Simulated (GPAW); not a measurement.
Crystal: BAs.

```
As B
1.0
     0.00000    2.38850    2.38850
     2.38850    0.00000    2.38850
     2.38850    2.38850    0.00000
As B
1 1
Direct
  0.75000 0.75000 0.75000
  0.00000 0.00000 0.00000
```

* Program: GPAW 26.7.0
* Task: relaxation of cell and atoms
* Functional: PBEsol
* Dispersion: D4
* Potentials or basis: PAW data sets generated in the run's folder for this functional
* Cutoff: 800 eV
* Basis: pw
* k mesh: 10 × 10 × 10
* Occupations: fermi-dirac, width 0.05 eV
* Spin: no spin polarisation

At the start: pressure -2.8 GPa; volume 13.63 Å³/atom.

How do energy, volume and symmetry change on relaxing?

Over 3 steps the energy falls by 2.1 meV/atom and the volume is 13.36 Å³/atom (-2.0 %); space group F-43m (No. 216, to 0.05 Å).

The path:
```csv
step,energy change (eV),largest force (eV/Å),pressure (GPa),volume (Å³)
1,0.0000,0.0000,-2.77,27.25
2,-0.0020,0.0000,-2.08,27.12
3,-0.0043,0.0000,0.05,26.71
```

Final structure:
```yaml
crystal:
  lattice:
    - [0.00000, 2.37261, 2.37261]
    - [2.37261, 0.00000, 2.37261]
    - [2.37261, 2.37261, 0.00000]
  atoms:
    - { symbol: As, position: [0.75000, 0.75000, 0.75000] }
    - { symbol: B, position: [0.00000, 0.00000, 0.00000] }
```

Caveat: later steps reuse the first step's grids.
